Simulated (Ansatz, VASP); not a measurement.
# Cross-check of TiC (TiC strained to the junction's net) between VASP and Ansatz

Wanted: the spread between two codes on one cell, functional and k mesh. The cell is generated by rule, not measured, and may not be a known phase. The structure shown is the end of the Ansatz relaxation below.

Program: Ansatz 0.2.0. Level of theory: plane waves, with VASP 6.6.1 beside it; single point at PBE. Results are calculated unless marked as measured.

### Step 1. Set-up

The structure is trigonal, space group R-3m (No. 166). The conventional cell has a = 3.130 Å, b = 3.130 Å, c = 7.411 Å, α = 90.00°, β = 90.00°, γ = 120.00°. Nearest to Ti lie 6 C at 2.19 Å. Nearest to C lie 6 Ti at 2.19 Å. Farther neighbours are not listed.

### Step 2. Ansatz: relaxation, PBE

Ansatz runs on its default PAW (the set named soft_2) files.

This run makes the geometry at which the two programs are then compared.

Input file input.yaml:

```yaml
crystal:
  lattice:
    - [3.13, 0.0, 0.0]
    - [-1.565, 2.7106595138, 0.0]
    - [0.0, 0.0, 7.3827939681]
  atoms:
    - { symbol: Ti, position: [0.0, 0.0, 0.0] }
    - { symbol: C, position: [0.3333333333, 0.6666666667, 0.1666666667] }
    - { symbol: Ti, position: [0.6666666667, 0.3333333333, 0.3333333333] }
    - { symbol: C, position: [0.0, 0.0, 0.5] }
    - { symbol: Ti, position: [0.3333333333, 0.6666666667, 0.6666666667] }
    - { symbol: C, position: [0.6666666667, 0.3333333333, 0.8333333333] }
kpoints:
  mp_grid: { grid: [12, 12, 4] }
scf:
  occupations: { method: fermi_dirac, width: 0.1 }
  max_iter: 150
hamiltonian:
  xc: pbe
relax:
  f_tol: 0.01
  max_steps: 40
  cell: { fix: [a, b, angles] }
```

Run with:

```sh
> ansatz run input.yaml --threads 4 --pin off --max-ram 16384MiB --backend cpu --events-out ev --progress --plain --runs-dir out
```

Numbers of over 12 decimals in the logs are rounded to 6 here.

The log of the run:

```text
Engine: ansatz 0.2.0, aarch64-unknown-linux-gnu
Pseudopotentials: kind: paw
Pseudopotential: Ti, paw, valence charge 12, recommended cutoff 420 eV (normal), Ti.paw.azcp
Pseudopotential: C, paw, valence charge 4, recommended cutoff 420 eV (normal), C.paw.azcp
Functional definition: PBE
  parameter kappa = 0.804
  parameter beta = 0.066725
  exchange = pbe_x(kappa = kappa, mu = beta*pi^2/3)
  correlation = pbe_c(beta = beta)
Crystal: 6 atoms, lattice volume = 62.638 Å³
Basis set: ecut = 420 eV, 1237 PW (Γ), exchange–correlation on 48×48×100 points (8 copies of the dense FFT grid, shifted against one another)
Bands: 30, of which v1, the nominal top of the filled ones, is band 24 counted from 1 (23 counted from 0)
Symmetry: 36 space group operations
Space group: R-3m (ITA 166), of the structure as read, at distance tolerance 4.0e-5 Å
k-points: 69 of 576
Non-local potential: Ti, projectors of the file, l = 0: 3, l = 1: 2, l = 2: 3, l = 3: 1
Non-local potential: C, projectors of the file, l = 0: 2, l = 1: 2, l = 2: 1
PAW form: soft (Blöchl's): semilocal exchange-correlation on the pseudo side does not see the compensation charge
PAW one-centre angular grid: Ti, 590 points (default); XC on 64 Gauss nodes
PAW one-centre angular grid: C, 110 points (default); XC on 64 Gauss nodes
Initial density: superposition of atomic densities (neutral atoms: chi_scale 0, normalization atom), corrected by the library's trained network
Initial wavefunctions: pseudopotential atomic-orbital guess
Functional: x = pbe(κ = 0.804, μ = 0.219515), c = pbe(β = 0.066725)
SCF iter   1: F=—  HF=-8256.740983 eV  |F-HF|=—  |Δ(HF+E_count)|=         —  Δρ=3.75e-3  dr2=5.84e-3  ethr=1.77e-3  ⟨swp⟩=4.0  Hψ=7755  notcnv=0
preconditioner: auto → Kerker (q_TF=auto, 2.610 Å⁻¹)  [metal: Δε(μ)=0.039 eV  Ē_g=6.616 eV  σ=0.100 eV  W_gap=0.10  n_scr=24 (ndim 8)  ℏωp=23.0 eV  f_vac=0.000  D(μ)=0.94/eV (n_scr^D=2)]
SCF iter   2: F=—  HF=-8256.739857 eV  |F-HF|=—  |Δ(HF+E_count)|=   1.13e-3  Δρ=1.80e-3  dr2=9.05e-4  ethr=1.22e-5  ⟨swp⟩=2.3  Hψ=3278  notcnv=0
SCF iter   3: F=—  HF=-8256.739898 eV  |F-HF|=—  |Δ(HF+E_count)|=   4.09e-5  Δρ=1.01e-3  dr2=2.93e-4  ethr=1.89e-6  ⟨swp⟩=2.1  Hψ=2473  notcnv=0
SCF iter   4: F=—  HF=-8256.739909 eV  |F-HF|=—  |Δ(HF+E_count)|=   1.12e-5  Δρ=1.25e-4  dr2=8.03e-6  ethr=6.11e-7  ⟨swp⟩=2.3  Hψ=2700  notcnv=0
SCF iter   5: F=—  HF=-8256.739895 eV  |F-HF|=—  |Δ(HF+E_count)|=   1.36e-5  Δρ=2.39e-5  dr2=1.91e-7  ethr=1.67e-8  ⟨swp⟩=2.0  Hψ=2898  notcnv=0
SCF iter   6: F=-8256.739895 eV  HF=-8256.739895 eV  |F-HF|=2.50e-9  |Δ(HF+E_count)|=   1.52e-9  Δρ=7.40e-6  dr2=2.24e-8  ethr=2.08e-10  ⟨swp⟩=4.0  Hψ=6109  notcnv=0
SCF 1 converged in 6 iterations: F = -8256.739895 eV  dr2 = 2.24e-8
  greatest PAW one-centre occupation: 0.999 electrons in one spin orbital (limit 2), on the Ti atom at site 4 (counted from 0), in its partial waves of l = 0
relax step   1: F+E_penalty+E_count = -8256.73989517 eV  Δ(F+E_penalty+E_count) = +0.000e0 eV  max|allowed force component| = 6.467e-26 eV/Å  Δτ_max = 0.0000 Å  P = -6.208 GPa  Ω = 62.638 Å³  fix = [a, b, alpha, beta, gamma]  reactions: a -10.138, b -10.138 GPa  (6 SCF iters, dr2 threshold 1.00e-7 eV, accepted)
[...]
relax step   2: F+E_penalty+E_count = -8256.74047985 eV  Δ(F+E_penalty+E_count) = -5.847e-4 eV  max|allowed force component| = 1.170e-25 eV/Å  Δτ_max = 0.0000 Å  P = -7.349 GPa  Ω = 62.957 Å³  energy of the carried Pulay correction = -5.121e-4 eV  fix = [a, b, alpha, beta, gamma]  reactions: a -10.752, b -10.752 GPa  (5 SCF iters, dr2 threshold 6.00e-7 eV, accepted)
[...]
relax step   3: F+E_penalty+E_count = -8256.74074092 eV  Δ(F+E_penalty+E_count) = -2.611e-4 eV  max|allowed force component| = 9.319e-26 eV/Å  Δτ_max = 0.0000 Å  P = -7.070 GPa  Ω = 62.878 Å³  energy of the carried Pulay correction = -3.857e-4 eV  fix = [a, b, alpha, beta, gamma]  reactions: a -10.603, b -10.603 GPa  (4 SCF iters, dr2 threshold 6.00e-7 eV, accepted)
[...]
relax step   4: F+E_penalty+E_count = -8256.74112725 eV  Δ(F+E_penalty+E_count) = -3.863e-4 eV  max|allowed force component| = 1.002e-25 eV/Å  Δτ_max = 0.0000 Å  P = -7.062 GPa  Ω = 62.878 Å³  fix = [a, b, alpha, beta, gamma]  reactions: a -10.599, b -10.599 GPa  stress off target by 1.19e-2 GPa on what of the cell is left free  SCF on the basis re-selected at this cell (its energy is not comparable with the rows above)  (5 SCF iters)
basis re-selected at this cell: Δ(F+E_penalty+E_count) = -3.863e-4 eV, ΔP = +0.007 GPa vs the last step (what re-selecting the basis moved, of the pressure what is left beyond the Pulay correction that the steps carried, after the strain that the cell walked since its last selection, with what the two solves' SCF thresholds leave and, on support functions, any second-order correction that the steps lacked; it is no m [...]
SCF converged after 5 iterations
Free energy (F): -8256.741127 eV
Harris-Foulkes:  -8256.741127 eV  (|F-HF|=3.64e-12)
Internal energy: -8256.709749 eV  (E = F + TS)
E sigma→0 (E₀):  -8256.725438 eV
Entropy (-TS):   -0.031378 eV (-5.230 meV/atom)
Fermi energy:    14.198090 eV
--- Per-component energies (eV) ---
  E_band       = -358.369018
  E_kinetic    = 1081.269787
  E_local      = -2382.186053  (includes V_loc(G=0)·N_el)
  E_nonlocal   = 95.554866
  E_hartree    = 960.885071
  E_xc         = -440.550518
  E_vxc        = -550.002962  (∫ρ·V_xc dr)
  E_paw        = -3435.089323  (= ΣΔE_a)
  E_vpaw       = -524.775261  (= ΣTr[D̂ρ^β])
  E_aug_tail   = 0.000435  (compensation charges beyond the density's cutoff)
  E_ewald      = -4136.594013
  E_smearing   = -0.031378  (= −TS)
  E_closure    = 0.000000  (closes the sum)
  Σ components = -8256.741127   (vs F -8256.741127, Δ=0.00e0)
--- Forces (eV/Å), atoms counted from 1 ---
  atom   1  Ti     0.00000000     0.00000000     0.00000000
  atom   2  C      0.00000000     0.00000000     0.00000000
  atom   3  Ti    -0.00000000     0.00000000     0.00000000
  atom   4  C      0.00000000    -0.00000000     0.00000000
  atom   5  Ti     0.00000000     0.00000000     0.00000000
  atom   6  C     -0.00000000    -0.00000000    -0.00000000
  max |Σ_I F_I| component: 3.23e-26 eV/Å
--- Stress (GPa, compression-positive) ---
      -10.599467       0.000000      -0.000000
       -0.000000     -10.599467       0.000000
       -0.000000       0.000000       0.011878
  P = ⅓ Tr σ = -7.0624 GPa (-70.624 kbar)
--- Relaxed structure (3 steps of the walk, 3 accepted, 1 SCFs on fresh bases) ---
  F+E_penalty+E_count = -8256.74112725 eV   max|allowed force component| = 1.002e-25 eV/Å   (the final SCF, on the basis selected at the relaxed cell)
  cell:  # Å, volume = 62.8780 Å³
    - [3.130000, 0, 0]
    - [-1.565000, 2.710660, 0]
    - [0, 0, 7.411047]
  atoms:
    - { symbol: Ti, position: [0, 0, 0] }
    - { symbol: C, position: [0.333333, 0.666667, 0.166667] }
    - { symbol: Ti, position: [0.666667, 0.333333, 0.333333] }
    - { symbol: C, position: [0, 0, 0.500000] }
    - { symbol: Ti, position: [0.333333, 0.666667, 0.666667] }
    - { symbol: C, position: [0.666667, 0.333333, 0.833333] }
```

### Step 3. VASP: single point, PBE

The same cell, functional, mesh and smearing now go to VASP, with its own data sets.

Lines of VASP's logs that name or quote its potential files are left out, and so is its time.

Input file INCAR:

```
SYSTEM = TiC
PREC = Accurate
ENCUT = 600
EDIFF = 1E-06
NELM = 120
ISMEAR = -1
SIGMA = 0.1
LREAL = .FALSE.
ALGO = Normal
GGA = PE
NBANDS = 30
LASPH = .TRUE.
LORBIT = 11
LWAVE = .FALSE.
LCHARG = .FALSE.
ISIF = 2
GGA_COMPAT = .FALSE.
KPAR = 2
```

Input file POSCAR:

```
TiC
1.0
    3.1300000000      0.0000000000      0.0000000000
   -1.5650000000      2.7106595138      0.0000000000
    0.0000000000      0.0000000000      7.4110469499
Ti C
3 3
Direct
    0.0000000000      0.0000000000      0.0000000000
    0.6666666667      0.3333333333      0.3333333333
    0.3333333333      0.6666666667      0.6666666667
    0.3333333333      0.6666666667      0.1666666667
    0.0000000000      0.0000000000      0.5000000000
    0.6666666667      0.3333333333      0.8333333333
```

Input file KPOINTS:

```
Automatic mesh
0
Gamma
12 12 4
0 0 0
```

Potentials, in the order of the species: Ti_sv and C (PBE family, release 64).

Run with:

```sh
> mpirun -np 2 vasp_std
```

The log of the run:

```text
[banner, memory and clock lines left out]
running    2 mpi-ranks, on    1 nodes
 distrk:  each k-point on    1 cores,    2 groups
 distr:  one band on    1 cores,    1 groups

 POSCAR found type information on POSCAR TiC
 POSCAR found :  2 types and       6 ions
 LDA part: xc-table for (Slater+PW92), standard interpolation
 POSCAR, INCAR and KPOINTS ok, starting setup
 FFT: planning ... GRIDC
 FFT: planning ... GRID_SOFT
 FFT: planning ... GRID
 WAVECAR not read
 entering main loop
       N       E                     dE             d eps       ncg     rms          rms(c)
DAV:   1     0.626674219595E+03    0.62667E+03   -0.25904E+04  4140   0.215E+03
DAV:   2     0.247224154173E+02   -0.60195E+03   -0.58459E+03  4140   0.602E+02
DAV:   3    -0.665353698794E+02   -0.91258E+02   -0.87596E+02  7098   0.189E+02
DAV:   4    -0.728345771668E+02   -0.62992E+01   -0.62739E+01  6186   0.474E+01
DAV:   5    -0.731124841772E+02   -0.27791E+00   -0.27776E+00  6246   0.906E+00    0.307E+01
DAV:   6    -0.579229201519E+02    0.15190E+02   -0.15071E+02  5822   0.843E+01    0.118E+01
DAV:   7    -0.561184689685E+02    0.18045E+01   -0.23846E+01  5740   0.326E+01    0.690E+00
DAV:   8    -0.560643380017E+02    0.54131E-01   -0.18499E+00  5670   0.111E+01    0.161E+00
DAV:   9    -0.560535633131E+02    0.10775E-01   -0.25601E-01  6262   0.399E+00    0.868E-01
DAV:  10    -0.560632996225E+02   -0.97363E-02   -0.74009E-02  5536   0.270E+00    0.720E-01
DAV:  11    -0.560589228991E+02    0.43767E-02   -0.31849E-02  5502   0.165E+00    0.561E-02
DAV:  12    -0.560590064798E+02   -0.83581E-04   -0.13789E-03  6138   0.240E-01    0.699E-02
DAV:  13    -0.560589596577E+02    0.46822E-04   -0.18520E-04  5898   0.101E-01    0.239E-02
DAV:  14    -0.560589580759E+02    0.15818E-05   -0.21977E-05  5322   0.336E-02    0.105E-02
DAV:  15    -0.560589571962E+02    0.87976E-06   -0.49665E-06  4804   0.154E-02
   1 F= -.56058957E+02 E0= -.56043219E+02  d E =-.314769E-01
```

From OUTCAR (step 3):

```text
ion  position               nearest neighbor table
   1  0.000  0.000  0.000-   4 2.19   6 2.19   4 2.19   6 2.19   6 2.19   4 2.19
   2  0.667  0.333  0.333-   4 2.19   4 2.19   5 2.19   4 2.19   5 2.19   5 2.19
   3  0.333  0.667  0.667-   6 2.19   6 2.19   5 2.19   6 2.19   5 2.19   5 2.19
   4  0.333  0.667  0.167-   2 2.19   2 2.19   1 2.19   2 2.19   1 2.19   1 2.19
   5  0.000  0.000  0.500-   2 2.19   3 2.19   3 2.19   2 2.19   2 2.19   3 2.19
   6  0.667  0.333  0.833-   3 2.19   3 2.19   1 2.19   3 2.19   1 2.19   1 2.19

  LATTYP: Found a hexagonal cell.
 ALAT       =     3.1300000000
 C/A-ratio  =     2.3677466294

 Subroutine GETGRP returns: Found 12 space group operations
 (whereof 12 operations were pure point group operations)

The static configuration has the point symmetry D_3d.

 Found     69 irreducible k-points:

   k-points           NKPTS =     69   k-points in BZ     NKDIM =     69   number of bands    NBANDS=     30

   dimension x,y,z NGX =    28 NGY =   28 NGZ =   60
   dimension x,y,z NGXF=    56 NGYF=   56 NGZF=  120

   ENCUT  =  600.0 eV  44.10 Ry    6.64 a.u.   6.25  6.25 14.80*2*pi/ulx,y,z

   NELECT =      48.0000    total number of electrons

 k-points in reciprocal lattice and weights: Automatic mesh
   0.00000000  0.00000000  0.00000000       0.002
   0.08333333  0.00000000  0.00000000       0.010
   0.16666667  0.00000000  0.00000000       0.010
   0.25000000  0.00000000  0.00000000       0.010
   0.33333333  0.00000000  0.00000000       0.010
   0.41666667 -0.00000000  0.00000000       0.010
   0.50000000  0.00000000  0.00000000       0.005
   0.08333333  0.08333333  0.00000000       0.010
   0.16666667  0.08333333  0.00000000       0.021
[...]
0.33333333  0.25000000  0.50000000       0.021
   0.33333333  0.33333333  0.50000000       0.003

 average (electrostatic) potential at core
       1 -71.6555       2 -71.6555       3 -71.6555       4 -44.8156       5 -44.8156
       6 -44.8156

 E-fermi :   9.0804

 k-point     1 :       0.0000    0.0000    0.0000
  band No.  band energies     occupation
    ...
     17       5.1379      2.00000
     18       6.6132      2.00000
     19       6.6132      2.00000
     20       6.6132      2.00000
     21       6.6132      2.00000
     22       9.6224      0.00881
     23       9.6224      0.00881
     24       9.9338      0.00039
     25      10.5991      0.00000
     26      10.5991      0.00000
    ...

 k-point     2 :       0.0833    0.0000    0.0000
  band No.  band energies     occupation
    ...
     18       6.5054      2.00000
     19       6.5213      2.00000
     20       6.7285      2.00000
     21       6.8245      2.00000
     22       9.0407      1.19588
     23       9.2518      0.30506
     24       9.4058      0.07430
     25       9.9909      0.00022
     26      10.2892      0.00001
     27      10.8511      0.00000
    ...

 k-point     3 :       0.1667    0.0000    0.0000
  band No.  band energies     occupation
    ...
     20       6.6504      2.00000
     21       7.1613      2.00000
     22       7.8244      1.99999
     23       8.4422      1.99662
     24       8.5173      1.99285
     25      10.0988      0.00008
     26      10.2993      0.00001
     27      10.4982      0.00000
     28      10.9676      0.00000
     29      11.5147      0.00000
    ...

  Total       -4.0868264     -4.0868264      0.0611069      0.0000000      0.0000000     -0.0000000
  in kB     -104.1352822   -104.1352822      1.5570472      0.0000000      0.0000000     -0.0000000
  external PRESSURE =     -68.9045057 kB  Pullay stress =       0.0000000 kB

  energy-cutoff  :      600.00
  volume of cell :       62.88
      direct lattice vectors                 reciprocal lattice vectors
     3.130000000  0.000000000  0.000000000     0.319488818  0.184456955  0.000000000
    -1.565000000  2.710659514  0.000000000     0.000000000  0.368913910  0.000000000
     0.000000000  0.000000000  7.411046950     0.000000000  0.000000000  0.134933702

 POSITION                                       TOTAL-FORCE (eV/Angst)
 -----------------------------------------------------------------------------------
      0.00000      0.00000      0.00000         0.000000     -0.000000     -0.000000
      1.56500      0.90355      2.47035         0.000000      0.000000      0.000000
     -0.00000      1.80711      4.94070         0.000000     -0.000000     -0.000000
     -0.00000      1.80711      1.23517        -0.000000     -0.000000     -0.000000
      0.00000      0.00000      3.70552        -0.000000     -0.000000     -0.000000
      1.56500      0.90355      6.17587         0.000000     -0.000000      0.000000
 -----------------------------------------------------------------------------------
    total drift:                               -0.000000      0.000000      0.000000

  FREE ENERGIE OF THE ION-ELECTRON SYSTEM (eV)
  ---------------------------------------------------
  free  energy   TOTEN  =       -56.0589571962 eV

  energy  without entropy=      -56.0274802606  energy(sigma->0) =      -56.04321873

 total charge
# of ion       s       p       d       tot
------------------------------------------
    1        2.192   6.230   1.917  10.339
    2        2.192   6.230   1.917  10.339
    3        2.192   6.230   1.917  10.339
    4        0.891   1.486   0.000   2.377
    5        0.891   1.486   0.000   2.377
    6        0.891   1.486   0.000   2.377
--------------------------------------------------
tot          9.249  23.147   5.751  38.148

[... 3 further parts left out ...]
```

The run ends at a pressure of -6.89 GPa.

### Step 4. Side by side

Known differences besides the potentials themselves: the cutoff is 420 eV in Ansatz and 600 eV in VASP; Ansatz's pressure holds a Pulay correction, VASP's none. Total energies have different zeros and are not compared.

Compared:

```csv
quantity,Ansatz,VASP,difference
pressure (GPa),-7.06,-6.89,-0.17
```

### Step 5. Summary of results

```yaml
difference_in_pressure_single_point_pbe: -0.17 GPa
```

**Reading.** The difference in pressure is -0.17 GPa (single point, PBE), within the 1 GPa picked in this series as the mark of a large difference. How closely two codes agree says nothing of how well the functional describes the real material.

[Lines on the potential files, build, host, timing and source positions are cut from VASP's logs without a mark.]

[Logs are printed without paths, hosts, clocks, repeated set-up lines and the standing remarks that a program may print on its own settings, such as how far it seeks lower states.]

[Hosts, paths, dates, database ids (printed as entryN), source tags and the programs' standing remarks are cut or masked in the printed files.]
